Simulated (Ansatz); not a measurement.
# InP: response to strain

Aim: deform InP (zz strain of -2 %) and compute stress, forces and field gradients with LAPW, PAW and all-electron datasets made for the crystal.

Computed with Ansatz 0.2.0 (DFT PBEsol, scalar-relativistic, unless a step's input says otherwise).

**1. Starting point**

Symmetry: Fm-3m, No. 225, cubic system. The conventional cell has a = 5.710 Å, b = 5.710 Å, c = 5.710 Å, α = 90.00°, β = 90.00°, γ = 90.00°. In (site symmetry m-3m) has 6 P at 2.85 Å as nearest neighbours. P (site symmetry m-3m) has 6 In at 2.85 Å as nearest neighbours.

Coordinates:

```
CELL_PARAMETERS angstrom
0.00000 2.85500 2.85500
2.85500 0.00000 2.85500
2.85500 2.85500 0.00000
ATOMIC_POSITIONS crystal
In 0.00000 0.00000 0.00000
P 0.50000 0.50000 0.50000
```

Atoms are numbered in the order of the input: In1, P2.

**2. After the deformation**

Space group Fm-3m before, I4/mmm after.

**3. Full-potential LAPW**

input.yaml

```yaml
crystal:
  lattice:
    - [0.0, 2.855, 2.7979]
    - [2.855, 0.0, 2.7979]
    - [2.855, 2.855, 0.0]
  atoms:
    - { symbol: In, position: [0.0, 0.0, 0.0] }
    - { symbol: P, position: [0.5, 0.5, 0.5] }
kpoints:
  mp_grid: { grid: [11, 11, 11] }
  band_path:
    path:
      - [0.0, 0.0, 0.0]
      - [0.0, 0.5, 0.5]
      - [0.25, 0.75, 0.5]
      - [0.0, 0.5, 0.0]
      - [0.0, 0.0, 0.0]
      - [0.5, 0.5, 0.0]
      - [0.3801541025, 0.6198458975, 0.0]
      - [-0.3801541025, 0.3801541025, 0.0]
      - [0.0, 0.0, 0.0]
    npoints: 5
scf:
  occupations: { method: fermi_dirac, width: 0.03 }
hamiltonian:
  xc: pbesol
  pseudopotentials: { kind: all_electron, lapw: { basis_error: 0.00025 } }
output:
  forces: true
  stress: true
  eigenvalues: true
```

Started as:

```
$ ansatz run input.yaml --threads 1 --pin off --max-ram 3072MiB --backend cpu --events-out ev --progress --plain --runs-dir out
```

**4. Frozen-core PAW**

input.yaml

```yaml
crystal:
  lattice:
    - [0.0, 2.855, 2.7979]
    - [2.855, 0.0, 2.7979]
    - [2.855, 2.855, 0.0]
  atoms:
    - { symbol: In, position: [0.0, 0.0, 0.0] }
    - { symbol: P, position: [0.5, 0.5, 0.5] }
kpoints:
  mp_grid: { grid: [11, 11, 11] }
scf:
  occupations: { method: fermi_dirac, width: 0.03 }
hamiltonian:
  xc: pbesol
  pseudopotentials: { kind: paw }
output:
  forces: true
  stress: true
  eigenvalues: true
  efg: { contact_densities: true }
```

**5. All-electron PAW on datasets made for the crystal**

input.yaml: that of step 4 with these lines changed.

```diff
@@ -14,3 +14,3 @@
   xc: pbesol
-  pseudopotentials: { kind: paw }
+  pseudopotentials: { kind: all_electron, datasets: crystal }
 output:
```

(Steps that only read results are left out.)

**Question.** What will these runs give? Wanted: pressure; largest shear or deviatoric stress.

The runs gave:

| quantity | value |
| --- | --- |
| pressure | LAPW -7.31, PAW -7.33, crystal datasets -7.31 GPa |
| largest shear or deviatoric stress (LAPW) | 1.19 GPa |

**Reading.** The largest part of the stress beyond the pressure is 1.19 GPa in size, in the zz component; the atoms are carried along and not relaxed. No run of the undeformed cell stands beside it, so the pressure holds what the given cell had before the change. PAW: stress within 0.01 GPa of LAPW. Crystal datasets: stress within 0.01 GPa of LAPW.
